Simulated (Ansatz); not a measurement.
# SiO2: ¹⁷O NMR of the central transition

Cell: an entry of the Crystallography Open Database (COD; perhaps a calculated or model structure), ions relaxed with PBE at fixed cell.

Space group I-42d (No. 122); a = 4.7481, c = 7.4880 Å.

```csv
site,Wyckoff,site symmetry,x,y,z
Si,4a,-4..,0.0000,0.0000,0.0000
O,8d,.2.,0.2500,0.6264,0.3750
```

One atom of each set is listed; the run and its k-mesh use a cell of 6 atoms with edges of 5.03, 5.03, 5.03 Å.

Computed with Ansatz: DFT, PBE, plane waves and PAW, scalar-relativistic, 420 eV cutoff, Γ-centred 6×6×6 k-points, Fermi–Dirac smearing 0.02 eV.

¹⁷O has I = 5/2 and Q = -25.58 mb (Pyykkö 2018); at 18.8 T its Larmor frequency is ν₀ = 108.6 MHz. Only the quadrupole interaction is simulated: positions count from each site's isotropic chemical shift, and J coupling is left out, as are shift anisotropy and dipolar coupling, which fast spinning averages.

**Question.** Simulate the second-order pattern (fast magic-angle spinning, Gaussian broadening 0.08 kHz) of site O (2 Si at 1.63 Å, angle 137°).

**Answer.** The calculation gives C_Q = -5.55 MHz and η = 0.34, so ν_Q = 0.833 MHz and the centre of gravity lies at -16.3 ppm (-1.77 kHz).

(offset (kHz), height): (-4.519, 0), (-4.324, 5), (-4.129, 9), (-3.935, 9), (-3.740, 9), (-3.546, 10), (-3.351, 10), (-3.156, 25), (-2.962, 41), (-2.767, 48), (-2.572, 69), (-2.378, 100), (-2.183, 72), (-1.988, 65), (-1.794, 64), (-1.599, 66), (-1.404, 71), (-1.210, 90), (-1.015, 99), (-0.821, 71), (-0.626, 60), (-0.431, 54), (-0.237, 18), (-0.042, 0)

At O V_zz runs parallel to the line that joins its two neighbours (within 1°).
